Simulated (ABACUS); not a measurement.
Ti:

```
Ti
1.0
     2.95000    0.00000    0.00000
    -1.47500    2.55477    0.00000
     0.00000    0.00000    4.68000
Ti
2
Direct
  0.66667 0.33333 0.75000
  0.33333 0.66667 0.25000
```

- Program: ABACUS 3.10.1
- Task: single point
- Functional: PBE
- Potentials or basis: PseudoDojo NC SR 0.4.1 PBE standard
- Cutoff: 1143 eV
- Density cutoff: 4572 eV
- Basis: plane waves
- k mesh: 10 × 10 × 6
- Occupations: fermi-dirac, width 0.05 eV
- Spin: no spin polarisation

On this cell: pressure -1.4 GPa; largest force under 0.003 eV/Å; band gap on the k mesh none (metal or under the smearing width).

The same run follows on a disturbed copy (atoms moved at random, drawn with an rms of 0.05 Å):

```
Ti
1.0
     2.95000    0.00000    0.00000
    -1.47500    2.55477    0.00000
     0.00000    0.00000    4.68000
Ti
2
Direct
  0.68616 0.32688 0.74849
  0.33797 0.67291 0.24873
```

What does the disturbed cell give?

The energy (extrapolated to zero smearing) moves by +2.1 meV/atom; pressure -1.4 GPa; largest force 0.108 eV/Å; band gap on the k mesh none (metal or under the smearing width).

Forces on the atoms (eV/Å):
```
Ti  -0.096  0.049  0.004
Ti   0.096 -0.049 -0.004
```

Stress tensor (GPa, compression positive):
```
-1.66  0.72  0.00
 0.72 -0.92  0.00
 0.00  0.00 -1.59
```
